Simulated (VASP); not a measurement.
# ScAl3N4 (Pm) in VASP: a series of runs

The runs below take ScAl3N4 through relaxation of cell and atoms, with PBEsol.

Everything below comes from runs of VASP 6.6.1. Logs are shortened: lines on timing, memory, paths and dates and some standing lists are left out, and cuts for length are marked.

## Step 1: The structure

It takes space group Pm (No. 6, monoclinic). Conventional cell: a = 5.179 Å, b = 3.237 Å, c = 5.606 Å, α = 90.00°, β = 90.00°, γ = 90.00°. Sc (site symmetry m) has 4 N at 1.97 Å as nearest neighbours. Around Al (site symmetry m) lie 4 N at 1.97 Å. Around Al (site symmetry m) lie 4 N at 1.97 Å. Al (site symmetry m) is surrounded by 4 N at 1.97 Å. N (site symmetry m) is surrounded by 1 Sc at 1.97 Å and 3 Al at 1.97 Å. N (site symmetry m) is surrounded by 4 Al at 1.97 Å. N (site symmetry m) has 3 Al at 1.97 Å and 1 Sc at 1.97 Å as nearest neighbours. Around N (site symmetry m) lie 2 Al at 1.97 Å and 2 Sc at 1.97 Å.

The cell was built by a generator and needn't be a form met in nature.

## Step 2: Relaxation of cell and atoms, PBEsol

The input, INCAR:

```
PREC     = Accurate       # precision mode
ENCUT    = 600            # plane-wave cutoff, eV
EDIFF    = 1E-6           # SCF threshold, eV
ISMEAR   = 0              # smearing method
SIGMA    = 0.03           # smearing width, eV
LREAL    = F              # projectors in reciprocal space
LASPH    = T              # aspherical terms in the spheres
NELM     = 80             # most SCF steps
ALGO     = Normal         # electronic algorithm
ISIF     = 3              # what is computed and relaxed
LWAVE    = F              # write WAVECAR
LCHARG   = F              # write CHGCAR
GGA      = PS             # functional
IBRION   = 2              # ionic algorithm
NSW      = 90             # ionic steps
EDIFFG   = -0.01          # ionic threshold
KPAR     = 4
```

The input, KPOINTS:

```
Automatic mesh
0
Gamma
  8 6 6
```

The input, POSCAR:

```
ScAl3N4
1.0
    1.6183487200      2.8030622000      0.0000000000
    0.0000000000      0.0000000000      5.1789238400
    4.8550461500     -2.8030622000      0.0000000000
Sc Al N
1 3 4
Direct
    0.5000000000      0.0000000000      0.8333333300
    0.0000000000      0.0000000000      0.3333333300
    0.5000000000      0.5000000000      0.1666666700
    0.0000000000      0.5000000000      0.6666666700
    0.5000000000      0.3800000000      0.8333333300
    0.0000000000      0.3800000000      0.3333333300
    0.5000000000      0.8800000000      0.1666666700
    0.0000000000      0.8800000000      0.6666666700
```

Potentials or basis: VASP PAW PBE potentials, release 64 (Sc_sv, Al, N).

Launch:

```sh
cat potpaw_PBE.64/Sc_sv/POTCAR potpaw_PBE.64/Al/POTCAR potpaw_PBE.64/N/POTCAR > POTCAR
mpirun -np 4 vasp_std > vasp.out
```

OUTCAR:

```text
PREC = Accurate
   ENCUT = 600
   EDIFF = 1E-6
   ISMEAR = 0
   LREAL = F
   LASPH = T
   NELM = 80
   ISIF = 3
   GGA = PS
   IBRION = 2
   NSW = 90
   EDIFFG = -0.01

 ion  position               nearest neighbor table
   1  0.500  0.000  0.833-   5 1.97   8 1.97   8 1.97   7 1.97   4 3.19   4 3.19   4 3.19   4 3.19
                             3 3.19   3 3.19   2 3.24   2 3.24   2 3.24   2 3.24
   2  0.000  0.000  0.333-   6 1.97   7 1.97   7 1.97   8 1.97   3 3.19   3 3.19   3 3.19   3 3.19
                             4 3.19   4 3.19   1 3.24   1 3.24   1 3.24   1 3.24
   3  0.500  0.500  0.167-   7 1.97   6 1.97   6 1.97   5 1.97   2 3.19   2 3.19   2 3.19   2 3.19
                             1 3.19   1 3.19   4 3.24   4 3.24   4 3.24   4 3.24
   4  0.000  0.500  0.667-   8 1.97   5 1.97   5 1.97   6 1.97   1 3.19   1 3.19   1 3.19   1 3.19
                             2 3.19   2 3.19   3 3.24   3 3.24   3 3.24   3 3.24
   5  0.500  0.380  0.833-   1 1.97   4 1.97   4 1.97   3 1.97
   6  0.000  0.380  0.333-   2 1.97   3 1.97   3 1.97   4 1.97
   7  0.500  0.880  0.167-   3 1.97   2 1.97   2 1.97   1 1.97
   8  0.000  0.880  0.667-   4 1.97   1 1.97   1 1.97   2 1.97

  LATTYP: Found a simple orthorhombic cell.
 ALAT       =     3.2366974336
 B/A-ratio  =     1.6000642464
 C/A-ratio  =     1.7320508072

  Lattice vectors:

 A1 = (   1.6183487200,   2.8030622000,   0.0000000000)
 A2 = (   0.0000000000,   0.0000000000,   5.1789238400)
 A3 = (   4.8550461500,  -2.8030622000,   0.0000000000)

Analysis of symmetry for initial positions (statically):
=====================================================================
 Subroutine PRICEL returns:
 Original cell was already a primitive cell.

 Routine SETGRP: Setting up the symmetry group for a
 simple orthorhombic supercell.

 Subroutine GETGRP returns: Found  2 space group operations
 (whereof  2 operations were pure point group operations)
 out of a pool of  8 trial point group operations.

The static configuration has the point symmetry C_1h.

Analysis of symmetry for dynamics (positions and initial velocities):
=====================================================================
 Subroutine PRICEL returns:
 Original cell was already a primitive cell.

 Routine SETGRP: Setting up the symmetry group for a
 simple orthorhombic supercell.

 Subroutine GETGRP returns: Found  2 space group operations
 (whereof  2 operations were pure point group operations)
 out of a pool of  8 trial point group operations.

The dynamic configuration has the point symmetry C_1h.

 Subroutine INISYM returns: Found  2 space group operations
 (whereof  2 operations are pure point group operations),
 and found     1 'primitive' translations

----------------------------------------------------------------------------------------

                                     Primitive cell

  volume of cell :      93.9733

  direct lattice vectors                    reciprocal lattice vectors
     1.618348720  2.803062200  0.000000000     0.154478449  0.267564523  0.000000000
     0.000000000  0.000000000  5.178923840     0.000000000  0.000000000  0.193090308
     4.855046150 -2.803062200  0.000000000     0.154478449 -0.089188174  0.000000000

  length of vectors
     3.236697434  5.178923840  5.606124402     0.308956898  0.193090308  0.178376348

  position of ions in fractional coordinates (direct lattice)
     0.500000000  0.000000000  0.833333330
     1.000000000  0.000000000  0.333333330
     0.500000000  0.500000000  0.166666670
     1.000000000  0.500000000  0.666666670
     0.500000000  0.380000000  0.833333330
     1.000000000  0.380000000  0.333333330
     0.500000000  0.880000000  0.166666670
     1.000000000  0.880000000  0.666666670

  ion indices of the primitive-cell ions
   primitive index   ion index
                 1           1
                 2           2
                 3           3
                 4           4
                 5           5
                 6           6
                 7           7
                 8           8

----------------------------------------------------------------------------------------

 KPOINTS: Automatic mesh

Automatic generation of k-mesh.
 Grid dimensions read from file:
 generate k-points for:    8    6    6

 Generating k-lattice:

  Cartesian coordinates                     Fractional coordinates (reciprocal lattice)
     0.019309806  0.033445565  0.000000000     0.125000000  0.000000000 -0.000000000
     0.000000000  0.000000000  0.032181718     0.000000000  0.166666667  0.000000000
     0.025746408 -0.014864696  0.000000000     0.000000000  0.000000000  0.166666667

  Length of vectors
     0.038619612  0.032181718  0.029729391

  Shift w.r.t. Gamma in fractional coordinates (k-lattice)
     0.000000000  0.000000000  0.000000000

 Subroutine IBZKPT returns following result:
 ===========================================

 Found    100 irreducible k-points:

 Following reciprocal coordinates:
            Coordinates               Weight
  0.000000  0.000000  0.000000      1.000000
  0.125000  0.000000  0.000000      2.000000
  0.250000  0.000000  0.000000      2.000000
  0.375000  0.000000  0.000000      2.000000
  0.500000  0.000000  0.000000      1.000000
  0.000000  0.166667  0.000000      2.000000
[... 16 lines left out ...]
  0.250000  0.000000  0.166667      4.000000
  0.375000  0.000000  0.166667      4.000000
 [... further k-points ...]
   k-points           NKPTS =    100   k-points in BZ     NKDIM =    100   number of bands    NBANDS=     25
   number of dos      NEDOS =    301   number of ions     NIONS =      8
   total plane-waves  NPLWV =  56448
   dimension x,y,z NGX =    28 NGY =   42 NGZ =   48
   dimension x,y,z NGXF=    56 NGYF=   84 NGZF=   96
   ions per type =               1   3   4
   NGX,Y,Z   is equivalent  to a cutoff of  14.38, 13.48, 14.23 a.u.
   NGXF,Y,Z  is equivalent  to a cutoff of  28.76, 26.96, 28.47 a.u.
 SYSTEM =  unknown system
   PREC   = accura    normal or accurate (medium, high low for compatibility)
   ISTART =      0    job   : 0-new  1-cont  2-samecut
   ICHARG =      2    charge: 1-file 2-atom 10-const
   ISPIN  =      1    spin polarized calculation?
   LNONCOLLINEAR =      F non collinear calculations
   LSORBIT =      F    spin-orbit coupling
   LASPH  =      T    aspherical Exc in radial PAW
   ENCUT  =  600.0 eV  44.10 Ry    6.64 a.u.   6.46 10.34 11.20*2*pi/ulx,y,z
   NELM   =     80;   NELMIN=  2; NELMDL= -5     # of ELM steps
   EDIFF  = 0.1E-05   stopping-criterion for ELM
   LREAL  =      F    real-space projection
   EDIFFG = -.1E-01   stopping-criterion for IOM
   NSW    =     90    number of steps for IOM
   IBRION =      2    ionic relax: 0-MD 1-quasi-New 2-CG
   NFREE  =      1    steps in history (QN), initial steepest desc. (CG)
   ISIF   =      3    stress and relaxation
   ISYM   =      2    0-nonsym 1-usesym 2-fastsym
   POTIM  = 0.5000    time-step for ionic-motion
   TEBEG  =    0.0;   TEEND  =   0.0 temperature during run
   PSTRESS=    0.0 pullay stress
   NELECT =      40.0000    total number of electrons
   NUPDOWN=      -1.0000    fix difference up-down
   EMIN   =  10.00;   EMAX   =-10.00  energy-range for DOS
   EFERMI =   0.00;   METHOD = LEGACY
   ISMEAR =     0;   SIGMA  =   0.03  broadening in eV -4-tet -1-fermi 0-gaus
   EFERMI_NEDOS =   21; number of points for ismear=-14 and -15
   IALGO  =     38    algorithm
   IMIX   =      4    mixing-type and parameters
     AMIX     =   0.40;   BMIX     =  1.00
     AMIX_MAG =   1.60;   BMIX_MAG =  1.00
  volume/ion in A,a.u.               =      11.75        79.27
  Fermi-wavevector in a.u.,A,eV,Ry     =   1.231478  2.327156 20.633758  1.516538
  Thomas-Fermi vector in A             =   2.366286
   LORBIT       =      0    0 simple, 1 ext, 2 COOP (PROOUT), +10 PAW based schemes
   GGA     = PS    functional components
   LHFCALC =     F    Hartree Fock is set to
   AEXX    =    0.0000 exact exchange contribution
   IVDW    =     0    specifies the selected vdW correction
   LEPSILON=     F    determine dielectric tensor
   LRPA    =     F    only Hartree local field effects (RPA)
 conjugate gradient relaxation of ions
 non-spin polarized calculation
 Gauss-broadening in eV      SIGMA  =   0.03
  energy-cutoff  :      600.00
  volume of cell :       93.97
 maximum number of plane-waves:      3163
 NGX is ok and might be reduce to    28
   NGX = 13   NGY = 21   NGZ = 23

--------------------------------------- Ionic step        1  -------------------------------------------

 number of electron      40.0000000 magnetization

 Free energy of the ion-electron system (eV)
  ---------------------------------------------------
  ext. energy  EPLUGINS =         0.00000000
  ---------------------------------------------------
  free energy    TOTEN  =       -64.50909038 eV

  energy without entropy =      -64.50909038  energy(sigma->0) =      -64.50909038

------------------------ aborting loop because EDIFF is reached ----------------------------------------

  FORCE on cell =-STRESS in cart. coord.  units (eV):
  Direction    XX          YY          ZZ          XY          YZ          ZX
  --------------------------------------------------------------------------------------
  -------------------------------------------------------------------------------------
  Total       -1.8527173     -1.9885020     -2.4634620     -0.1175930      0.0332196     -0.0575382
  in kB      -31.5875090    -33.9025417    -42.0002709     -2.0048772      0.5663708     -0.9809854
  external PRESSURE =     -35.8301072 kB  Pullay stress =       0.0000000 kB
[... 107 lines left out ...]
  FREE ENERGIE OF THE ION-ELECTRON SYSTEM (eV)
  ---------------------------------------------------
  free  energy   TOTEN  =       -65.1242278771 eV

  energy  without entropy=      -65.1242278771  energy(sigma->0) =      -65.12422788

[... ionic steps 4 to 11 ...]

--------------------------------------- Ionic step       12  -------------------------------------------

 number of electron      40.0000006 magnetization

------------------------ aborting loop because EDIFF is reached ----------------------------------------

  FORCE on cell =-STRESS in cart. coord.  units (eV):
  Direction    XX          YY          ZZ          XY          YZ          ZX
  --------------------------------------------------------------------------------------
  -------------------------------------------------------------------------------------
  Total       -0.0031168      0.0139929     -0.0259861      0.0148174     -0.0113106      0.0195911
  in kB       -0.0551786      0.2477213     -0.4600423      0.2623190     -0.2002362      0.3468288
  external PRESSURE =      -0.0891665 kB  Pullay stress =       0.0000000 kB
[... 69 lines left out ...]
  energy  without entropy=      -65.1708368501  energy(sigma->0) =      -65.17083685

--------------------------------------- Ionic step       14  -------------------------------------------

 number of electron      40.0000006 magnetization

 Free energy of the ion-electron system (eV)
  ---------------------------------------------------
  ext. energy  EPLUGINS =         0.00000000
  ---------------------------------------------------
  free energy    TOTEN  =       -65.17086068 eV

  energy without entropy =      -65.17086068  energy(sigma->0) =      -65.17086068

 E-fermi :   5.3070     XC(G=0): -11.0342

 val. band max:        5.1371429430   @ k =   0.5000   0.5000   0.5000
 cond. band min:       8.6696971556   @ k =   0.0000   0.0000   0.0000
 fundamental gap:      3.5325542125
 Fermi energy:         5.3069705118

 k-point     1 :       0.0000    0.0000    0.0000
  band No.  band energies     occupation
      1     -41.4940      2.00000
      2     -20.3954      2.00000
      3     -20.3771      2.00000
      4     -20.2316      2.00000
      5      -9.3938      2.00000
      6      -7.6784      2.00000
[... 661 lines left out ...]
     24      10.4943      0.00000
     25      11.3388      0.00000

 [... further k-points ...]

------------------------ aborting loop because EDIFF is reached ----------------------------------------

  FORCE on cell =-STRESS in cart. coord.  units (eV):
  Direction    XX          YY          ZZ          XY          YZ          ZX
  --------------------------------------------------------------------------------------
  -------------------------------------------------------------------------------------
  Total       -0.0065701     -0.0089670      0.0203543     -0.0020758      0.0050267     -0.0087059
  in kB       -0.1163228     -0.1587595      0.3603675     -0.0367513      0.0889962     -0.1541366
  external PRESSURE =       0.0284284 kB  Pullay stress =       0.0000000 kB
[... 23 lines left out ...]
  FREE ENERGIE OF THE ION-ELECTRON SYSTEM (eV)
  ---------------------------------------------------
  free  energy   TOTEN  =       -65.1708606793 eV

  energy  without entropy=      -65.1708606793  energy(sigma->0) =      -65.17086068

 reached required accuracy - stopping structural energy minimisation
```

Wall time 8.5 min (4 MPI ranks of Intel Xeon 6975P-C (Granite Rapids), shared host); peak memory 0.41 GiB.

What came out:

```
Free energy                            : -65.1709 eV
Relaxed volume                         : 11.31 Å³/atom
Relaxed cell                           : a = 3.205 Å, b = 5.028 Å, c = 5.616 Å, α = 90.31°, β = 90.00°, γ = 90.00°
Space group after relaxing (to 0.05 Å) : Pm (No. 6)
Energy gained by relaxing              : 82.7 meV/atom
Ionic steps                            : 14
Pressure after relaxing                : 0.0 GPa
Largest force after relaxing           : 0.009 eV/Å
Band gap on the k mesh                 : 3.53 eV, indirect (least direct gap 3.72 eV)
```

Forces on the atoms (eV/Å):
```
Sc  -0.002  0.001 -0.007
Al  -0.002  0.001 -0.003
Al   0.000  0.000  0.001
Al  -0.001  0.001 -0.007
N    0.004 -0.003  0.002
N   -0.005  0.003  0.007
N    0.001 -0.001  0.005
N    0.005 -0.003  0.002
```

Step by step:
| step | energy change (eV) | largest force (eV/Å) | pressure (GPa) | volume (Å³) |
| --- | --- | --- | --- | --- |
| 1 | 0.0000 | 3.0448 | -3.58 | 93.97 |
| 2 | -0.6097 | 0.6524 | 0.63 | 90.45 |
| 3 | -0.6151 | 0.6002 | 0.05 | 90.75 |
| 4 | -0.6506 | 0.3387 | -0.01 | 90.63 |
| 5 | -0.6506 | 0.3465 | 0.00 | 90.63 |
| 6 | -0.6579 | 0.0922 | -0.04 | 90.60 |
| 7 | -0.6582 | 0.1151 | -0.05 | 90.60 |
| 8 | -0.6610 | 0.0855 | -0.02 | 90.54 |
| 9 | -0.6611 | 0.0798 | -0.02 | 90.53 |
| 10 | -0.6616 | 0.0344 | 0.01 | 90.49 |
| 11 | -0.6617 | 0.0291 | 0.01 | 90.50 |
| 12 | -0.6617 | 0.0128 | -0.01 | 90.50 |
| 13 | -0.6617 | 0.0149 | -0.01 | 90.50 |
| 14 | -0.6618 | 0.0091 | 0.00 | 90.49 |

Final structure:
```
CELL_PARAMETERS angstrom
1.60243 2.77549 0.00000
-0.01197 0.00691 5.02833
4.86320 -2.80777 -0.01487
ATOMIC_POSITIONS crystal
Sc 0.50000 0.98798 0.83449
Al 0.00000 0.99642 0.33352
Al 0.50000 0.49831 0.17306
Al 0.00000 0.49972 0.65961
N 0.50000 0.41152 0.83519
N 0.00000 0.37733 0.33224
N 0.50000 0.87574 0.18817
N 0.00000 0.87297 0.64371
```

Caveat: the PAW data sets were made with another functional, which shifts forces and pressure a little.

(Continued in part 2 of 2.)
